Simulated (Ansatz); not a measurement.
# Ti$_{3}$Al: an elastic constant from a strain scan

Computed with Ansatz, DFT PBEsol, scalar-relativistic, plane waves, PAW. Settings: plane waves to 420 eV, k-mesh 12×12×10 (Γ-centred), Gaussian smearing 0.15 eV. No spin polarisation. Energies are free energies at this smearing, counted from the undisturbed cell; pressure is positive in compression.

Reference structure (relaxed at this level; it needn't be the usual structure):

```xyz
8
Lattice="5.6878 0.0000 0.0000 -2.8439 4.9258 0.0000 0.0000 0.0000 4.6077" Properties=species:S:1:pos:R:3 pbc="T T T"
Ti    4.2401    0.8358    1.1519
Ti    1.3962    4.0899    3.4558
Ti    2.8439    3.2541    1.1519
Ti   -1.3962    4.0899    3.4558
Ti    1.4477    0.8358    1.1519
Ti    0.0000    1.6717    3.4558
Al    0.0000    3.2839    1.1519
Al    2.8439    1.6419    3.4558
```

The cell is strained by ε times the Voigt pattern (0, 0, 1, 0, 0, 0) (xx, yy, zz, yz, xz, xy; engineering shear) with fractional coordinates fixed. The cell holds 8 atoms in V0 = 129.09 Å³. The stress column is τ = (1/V0) dE/dε, got from the stress tensor σ (compression positive) at each point as −det(1 + εP) σ : P(1 + εP)⁻¹, with P the pattern as a tensor.

| ε | ΔE (meV/atom) | τ (GPa) |
| --- | --- | --- |
| -0.0200 | 5.161 | -5.124 |
| -0.0150 | 2.906 | -3.833 |
| -0.0100 | 1.299 | -2.551 |
| -0.0050 | 0.335 | -1.287 |
| 0.0000 | 0.000 | -0.047 |
| 0.0050 | 0.283 | 1.164 |
| 0.0100 | 1.168 | 2.345 |
| 0.0150 | 2.640 | 3.496 |
| 0.0175 | 3.592 | 4.059 |
| 0.0200 | ? | ? |

Which combination of elastic constants does this scan measure, and how large is it?

For small ε, τ = τ0 + Kε with K = pᵀCp, which for this pattern is C33 in the Cartesian frame shown. The parabola through τ at ε = -0.0050, 0 and 0.0050 has slope K = 245 GPa at zero. The energies per cell, E = NΔE, of the same two points give K = 2[E(ε₊)/ε₊ − E(ε₋)/ε₋]/[(ε₊ − ε₋)V0] = 245 GPa, in agreement. These are clamped-ion values.

Predict the withheld row at ε = 0.0200 from the harmonic law, and compare.

ΔE = V0(τ0 ε + Kε²/2)/N = 4.842 meV/atom and τ = 4.85 GPa. The calculation gives 4.684 meV/atom and 4.61 GPa, a miss of 3.3 % of the harmonic energy, so the harmonic law still holds here.

In a metal these slopes depend on the k mesh and the smearing.